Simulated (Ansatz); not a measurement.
The system is Ge.

```
Ge
1.0
     3.99759    0.00000    0.00000
    -1.99879    3.46201    0.00000
     0.00000    0.00000    6.59938
Ge
4
Cartesian
  0.0000 2.3080 6.1843
  1.9988 1.1540 2.8846
  0.0000 2.3080 3.7148
  1.9988 1.1540 0.4151
```

This isn't the form of Ge at room conditions, which is diamond.

* Program: Ansatz 0.2.0
* Task: single point
* Functional: PBE
* Potentials or basis: Ansatz PAW
* Cutoff: 420 eV (not typed: the program's choice for these potentials)
* k mesh: 8 × 8 × 4
* Occupations: fermi-dirac, width 0.05 eV
* Spin: no spin polarisation

On this cell: pressure 2.9 GPa; largest force 0.014 eV/Å; band gap on the k mesh 0.13 eV, direct.

The same run follows on a disturbed copy (atoms moved at random, drawn with an rms of 0.05 Å):

```
Ge
1.0
     3.99759    0.00000    0.00000
    -1.99879    3.46201    0.00000
     0.00000    0.00000    6.59938
Ge
4
Direct
  0.32803 0.66489 0.93959
  0.67763 0.33919 0.43330
  0.34363 0.67052 0.56725
  0.67313 0.32691 0.06117
```

Question: What changes?

Answer: The energy moves by +7.8 meV/atom; pressure 3.0 GPa; largest force 0.648 eV/Å; band gap on the k mesh 0.07 eV, direct.

Forces in eV/Å, atoms in the order of the input:
```
Ge   0.618 -0.141 -0.137
Ge   0.030 -0.084  0.390
Ge  -0.043  0.066 -0.378
Ge  -0.605  0.159  0.125
```

Stress tensor (GPa, compression positive):
```
 2.77  0.77 -0.59
 0.77  3.00  0.20
-0.59  0.20  3.19
```

A k mesh can miss the band edges.
